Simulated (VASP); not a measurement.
# AlFe, density of states: which settings are enough?

AlFe, Pm-3m (no. 221), 2 atoms in the cell. AM05; PAW potentials Fe, Al (PBE set). VASP 6.6.1.

Wanted: density of states by 0.5 eV bins within 20 %; centre of the states within 12 eV below the valence top within 0.1 eV; states at the Fermi level within 20 %.

What the run is for: density of states; Accuracy asked: screening; k mesh of the density: 10 × 10 × 10.

POSCAR:
```
AlFe
1.0
    2.9100000000      0.0000000000      0.0000000000
    0.0000000000      2.9100000000      0.0000000000
    0.0000000000      0.0000000000      2.9100000000
Fe Al
1 1
Direct
    0.5000000000      0.5000000000      0.5000000000
    0.0000000000      0.0000000000      0.0000000000
```

The series start from Plane-wave cutoff (eV): 310; k-point mesh: 12 × 12 × 12; Energy points (NEDOS): 2001; Occupations for the DOS: ISMEAR=-5; Electronic threshold (eV): 1e-6; Precision mode (PREC): Accurate. Each series keeps the choices made before it, and each single choice may use up half of a tolerance. Times cover all steps of a run.

## Plane-wave cutoff (eV)

| Plane-wave cutoff (eV) | Density of states by 0.5 eV bins, largest deviation against the largest value | Centre of the states within 12 eV below the valence top (eV) | States at the Fermi level (states/eV/atom) | Time (s) |
|---|---|---|---|---|
| 220 | 1.8 % | -2.49 | 1.273 | 24 |
| 270 | 0.4 % | -2.50 | 1.296 | 22 |
| 310 | 0.24 % | -2.51 | 1.292 | 38 |
| 350 | 0.43 % | -2.50 | 1.292 | 41 |
| 430 | 0.054 % | -2.50 | 1.292 | 52 |
| 540 (reference) | 0 % | -2.50 | 1.292 | 54 |

Chosen: 220, the loosest value from which every tighter one stays within half of the tolerance.

## k-point mesh

| k-point mesh | Density of states by 0.5 eV bins, largest deviation against the largest value | Centre of the states within 12 eV below the valence top (eV) | States at the Fermi level (states/eV/atom) | Time (s) |
|---|---|---|---|---|
| 5 × 5 × 5 | 14 % | -2.48 | 1.669 | 13 |
| 7 × 7 × 7 | 4.7 % | -2.49 | 1.527 | 14 |
| 8 × 8 × 8 | 5.5 % | -2.49 | 1.415 | 16 |
| 10 × 10 × 10 | 3.6 % | -2.49 | 1.225 | 16 |
| 12 × 12 × 12 | 2.4 % | -2.49 | 1.273 | 24 |
| 15 × 15 × 15 | 1.5 % | -2.49 | 1.223 | 21 |
| 18 × 18 × 18 | 0.71 % | -2.49 | 1.177 | 32 |
| 22 × 22 × 22 | 0.44 % | -2.49 | 1.161 | 48 |
| 27 × 27 × 27 (reference) | 0 % | -2.49 | 1.136 | 61 |

Chosen: 15 × 15 × 15.

## Energy points (NEDOS)

| Energy points (NEDOS) | Density of states by 0.5 eV bins, largest deviation against the largest value | Centre of the states within 12 eV below the valence top (eV) | States at the Fermi level (states/eV/atom) | Time (s) |
|---|---|---|---|---|
| 301 | 1.8 % | -2.52 | 1.223 | 23 |
| 501 | 1.5 % | -2.50 | 1.283 | 21 |
| 1001 | 1.4 % | -2.50 | 1.244 | 22 |
| 2001 | 0.35 % | -2.49 | 1.223 | 21 |
| 4001 (reference) | 0 % | -2.49 | 1.239 | 23 |

Chosen: 301.

## Occupations for the DOS

| Occupations for the DOS | Density of states by 0.5 eV bins, largest deviation against the largest value | Centre of the states within 12 eV below the valence top (eV) | States at the Fermi level (states/eV/atom) | Time (s) |
|---|---|---|---|---|
| ISMEAR=-5 | 0 % | -2.52 | 1.223 | 23 |
| ISMEAR=-4 | 0 % | -2.52 | 1.223 | 23 |
| ISMEAR=0 SIGMA=0.05 | 3.7 % | -2.51 | 1.32 | 19 |
| ISMEAR=0 SIGMA=0.1 | 3 % | -2.52 | 1.231 | 18 |
| ISMEAR=-15 SIGMA=0.025 | 0.25 % | -2.52 | 1.215 | 20 |
| ISMEAR=1 SIGMA=0.1 | 3.8 % | -2.51 | 1.241 | 18 |

Chosen: ISMEAR=-5; no other choice that stays within half of the tolerance saves 30 % of the time.

## Electronic threshold (eV)

| Electronic threshold (eV) | Density of states by 0.5 eV bins, largest deviation against the largest value | Centre of the states within 12 eV below the valence top (eV) | States at the Fermi level (states/eV/atom) | Time (s) |
|---|---|---|---|---|
| 0.001 | 0.25 % | -2.52 | 1.223 | 16 |
| 0.0001 | 0.56 % | -2.51 | 1.219 | 18 |
| 1e-5 | 0.096 % | -2.52 | 1.222 | 19 |
| 1e-6 (reference) | 0 % | -2.52 | 1.223 | 23 |

Chosen: 0.001.

## Precision mode (PREC)

| Precision mode (PREC) | Density of states by 0.5 eV bins, largest deviation against the largest value | Centre of the states within 12 eV below the valence top (eV) | States at the Fermi level (states/eV/atom) | Time (s) |
|---|---|---|---|---|
| Normal | 0.13 % | -2.52 | 1.223 | 15 |
| Accurate (reference) | 0 % | -2.52 | 1.223 | 16 |

Chosen: Normal.

## All choices together

| Input | Density of states by 0.5 eV bins, largest deviation against the largest value | Centre of the states within 12 eV below the valence top (eV) | States at the Fermi level (states/eV/atom) | Time (s) |
|---|---|---|---|---|
| defaults for smearing, thresholds and mesh (naive) | 17 % | -2.60 | 1.189 | 25 |
| chosen settings | 3.5 % | -2.52 | 1.223 | 15 |
| reference settings throughout | 0 % | -2.50 | 1.171 | 187 |

The tolerance is met.

## The input

INCAR.step1:
```
ALGO     = Normal         # electronic algorithm
EDIFF    = 0.001          # SCF threshold, eV
ENCUT    = 220            # plane-wave cutoff, eV
GGA      = AM             # functional
GGA_COMPAT= F            
ISMEAR   = 1              # smearing method
ISPIN    = 2              # spin polarisation
LASPH    = T              # aspherical terms in the spheres
LCHARG   = T              # write CHGCAR
LMAXMIX  = 4              # l up to which the mixer works
LORBIT   = 11             # projections on sites
LREAL    = F              # projectors in reciprocal space
LWAVE    = F              # write WAVECAR
MAGMOM   = 3 0            # initial moments
NBANDS   = 28             # bands
NELM     = 200            # most SCF steps
PREC     = Normal         # precision mode
SIGMA    = 0.1            # smearing width, eV
```

INCAR.step2, as INCAR.step1 but for:
```
- ISMEAR = 1
- LCHARG = T
- SIGMA = 0.1
+ EMAX = 15.5477
+ EMIN = -9.4523
+ ICHARG = 11
+ ISMEAR = -5
+ LCHARG = F
+ NEDOS = 301
```

KPOINTS.step1:
```
k-points
0
Gamma
  10 10 10
```

KPOINTS.step2:
```
Automatic mesh
0
Gamma
  15 15 15
  0 0 0
```

Commands (each step's output is kept before the next begins):
```
cat potpaw_PBE.64/Fe/POTCAR potpaw_PBE.64/Al/POTCAR > POTCAR
cp INCAR.step1 INCAR
cp KPOINTS.step1 KPOINTS
mpirun -np 1 vasp_std > vasp.out
cp INCAR.step2 INCAR
cp KPOINTS.step2 KPOINTS
mpirun -np 1 vasp_std > vasp.out
```

The chosen input took VASP 6.6.1 15 s on 1 core (Intel Xeon Platinum 8488C (Sapphire Rapids)), a shared host.

## An input that fails: tetrahedra on too few k points

VASP's message: IBZKPT: tetrahedron method fails for NKPT<4. NKPT = 1.

k mesh: 12 × 12 × 12 becomes 1 × 1 × 1.

Changes against the starting input:
```
(step 2)
- NELM = 200
+ NELM = 75
```
